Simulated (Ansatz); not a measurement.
Runs of Ansatz 0.2.0 on MnSb. It takes space group Fm-3m (No. 225, cubic). Conventional cell: a = 5.590 Å, b = 5.590 Å, c = 5.590 Å, α = 90.00°, β = 90.00°, γ = 90.00°. Around Sb (site symmetry m-3m) lie 6 Mn at 2.80 Å. Mn (site symmetry m-3m) is surrounded by 6 Sb at 2.80 Å. The cell comes from a database or a generator and needn't be the stable form of this composition.

```tsv
level	U	cell	smearing	gap on the mesh (eV)	pressure (GPa)	moment (μB)
PBEsol	-	the cell as VASP's run set it	gaussian 0.02 eV	none	-4.1	3.86
PBEsol	-	as given	gaussian 0.1 eV	none	-4.1	3.84
PBEsol	-	as given	gaussian 0.02 eV	none	-4.1	3.86
LDA+U	Mn d U = 4 eV	as given	tetrahedron	none	(b)	(a)
LDA	-	as given	gaussian 0.02 eV	none	-7.5	3.75
```

Alike in all rows: task single point; potentials or basis all-electron LAPW, scalar-relativistic; spin collinear, ferromagnetic start; k mesh 8 × 8 × 8; cutoff (eV) 242; basis error allowed 0.001 eV/atom.

**Question.** Fill in the values left out.

**Answer.** (a) 4.12; (b) 0.7.

Caveats: a cell with one magnetic atom can't hold antiferromagnetic order, which such compounds often take; the magnetic state may not be the lowest (some runs); U is the effective U less J, on atomic orbitals that reach past the spheres (some runs); the U is typed as a test and isn't derived for this compound (some runs).

A k mesh can miss the band edges, and the runs leave out spin-orbit coupling on Sb.

A gap of «none» marks a metal or a gap under the smearing width.

Not every run made on this cell is shown here.
